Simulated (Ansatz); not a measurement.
Molecular dynamics on a 2×2×2 supercell (16 atoms) of SrO (Fm-3m), relaxed with r2SCAN. Forces come from r2SCAN in Ansatz: Langevin thermostat and barostat (NPT), 1000 K, steps of 3 fs. Classical nuclei, no spin polarisation; a few dozen steps show the first response, not equilibrium.

```yaml
crystal:
  lattice:
    - [0.0, 5.1597854332, 5.1597854332]
    - [5.1597854332, 0.0, 5.1597854332]
    - [5.1597854332, 5.1597854332, 0.0]
  atoms:
    - { symbol: Sr, position: [0.25, 0.25, 0.25] }
    - { symbol: O, position: [0.0, 0.0, 0.0] }
    - { symbol: Sr, position: [0.25, 0.25, 0.75] }
    - { symbol: O, position: [0.0, 0.0, 0.5] }
    - { symbol: Sr, position: [0.25, 0.75, 0.25] }
    - { symbol: O, position: [0.0, 0.5, 0.0] }
    - { symbol: Sr, position: [0.25, 0.75, 0.75] }
    - { symbol: O, position: [0.0, 0.5, 0.5] }
    - { symbol: Sr, position: [0.75, 0.25, 0.25] }
    - { symbol: O, position: [0.5, 0.0, 0.0] }
    - { symbol: Sr, position: [0.75, 0.25, 0.75] }
    - { symbol: O, position: [0.5, 0.0, 0.5] }
    - { symbol: Sr, position: [0.75, 0.75, 0.25] }
    - { symbol: O, position: [0.5, 0.5, 0.0] }
    - { symbol: Sr, position: [0.75, 0.75, 0.75] }
    - { symbol: O, position: [0.5, 0.5, 0.5] }
kpoints:
  mp_grid: { grid: [2, 2, 2] }
hamiltonian:
  xc: r2scan
scf:
  occupations: { method: fermi_dirac, width: 0.086 }
md:
  ensemble: npt_langevin
  temperature: 1000
  timestep: 3.0
  n_steps: 30
  initial_velocities: maxwell_boltzmann
  seed: 9895
```

Command: `ansatz run input.yaml --threads 4 --pin off --max-ram 3686MiB --backend cpu --events-out ev --progress --plain --runs-dir out`. It ended after 7.6 min on 4 threads of Arm Neoverse N1, on a shared host, load about 1.0 per core; peak host memory 1.9 GiB.

```
step  t (fs)  T (K)  free energy F from step 0 (meV/atom)  kinetic energy (meV/atom)  pressure (GPa)  volume (Å³/atom)  largest force (eV/Å)
   0       0    938                                   0.0                      121.2            0.77             17.17                  0.00
   1       3    986                                   2.1                      127.4            0.86             17.17                  0.31
   2       6    806                                   8.2                      104.2            0.83             17.18                  0.62
   3       9    671                                  17.3                       86.8            0.92             17.18                  0.89
   4      12    581                                  28.6                       75.1            1.10             17.19                  1.12
   5      15    415                                  40.8                       53.6            1.24             17.20                  1.32
   6      18    397                                  52.8                       51.3            1.48             17.21                  1.56
   7      21    377                                  63.3                       48.7            1.71             17.22                  1.78
   8      24    340                                  71.8                       44.0            1.92             17.22                  1.97
   9      27    289                                  77.7                       37.4            2.04             17.23                  2.09
  10      30    324                                  81.5                       41.9            2.17             17.23                  2.17
  11      33    388                                  83.0                       50.2            2.24             17.24                  2.16
  12      36    463                                  81.8                       59.8            2.21             17.25                  2.04
  13      39    497                                  78.8                       64.2            2.11             17.26                  1.83
  14      42    593                                  76.1                       76.6            2.01             17.27                  1.58
  15      45    571                                  75.2                       73.8            1.80             17.29                  1.45
  16      48    490                                  75.1                       63.4            1.53             17.32                  1.47
  17      51    542                                  75.4                       70.1            1.34             17.35                  1.53
  18      54    496                                  75.5                       64.1            1.08             17.37                  1.66
  19      57    505                                  74.6                       65.2            0.86             17.40                  1.88
  20      60    475                                  73.5                       61.4            0.66             17.41                  1.99
  21      63    556                                  71.2                       71.8            0.52             17.43                  1.93
  22      66    617                                  68.2                       79.8            0.34             17.44                  1.80
  23      69    593                                  65.9                       76.6            0.16             17.46                  1.71
  24      72    661                                  64.2                       85.4            0.07             17.48                  1.60
  25      75    765                                  63.8                       98.9            0.00             17.51                  1.48
```

The temperature starts at 938 K, is lowest at step 9 (289 K, 27 fs) and ends at 765 K. The thermostat hasn't had time to restore it. The atoms start on their lattice sites with kinetic energy alone, so much of it first passes into potential energy. The job's limit cut the run after 25 of 30 steps.

Positions (Å) and forces (eV/Å) at step 25:
```
cell (Å): 0.000 5.193 5.193; 5.193 0.000 5.193; 5.193 5.193 0.000
Sr   2.559   2.814   2.699     0.311  -0.599  -0.115
O   -0.002  -0.275  -0.064     0.312   0.554   0.161
Sr   5.195   5.195   2.457    -0.284  -0.257   0.820
O    2.460   2.508   0.053     0.691  -0.142   0.377
Sr   5.268   2.556   5.278    -0.686   0.101  -0.493
O    2.600  -0.304   2.671     0.042   1.386  -0.520
Sr   7.762   5.092   5.140     0.273   0.088  -0.031
O    5.036   2.574   2.648     0.320  -0.320  -0.301
Sr   2.644   5.106   5.361     0.038   0.362  -0.770
O   -0.058   2.484   2.720     0.492   0.370  -0.490
Sr   5.216   7.613   5.205    -0.537   0.397  -0.237
O    2.616   5.321   2.539    -0.393  -1.033   0.112
Sr   5.166   5.211   7.855    -0.137  -0.279   0.254
O    2.769   2.518   5.215    -0.868   0.120  -0.136
Sr   7.693   7.762   7.733     0.487  -0.815   0.662
O    5.200   5.090   5.054    -0.061   0.068   0.706
```
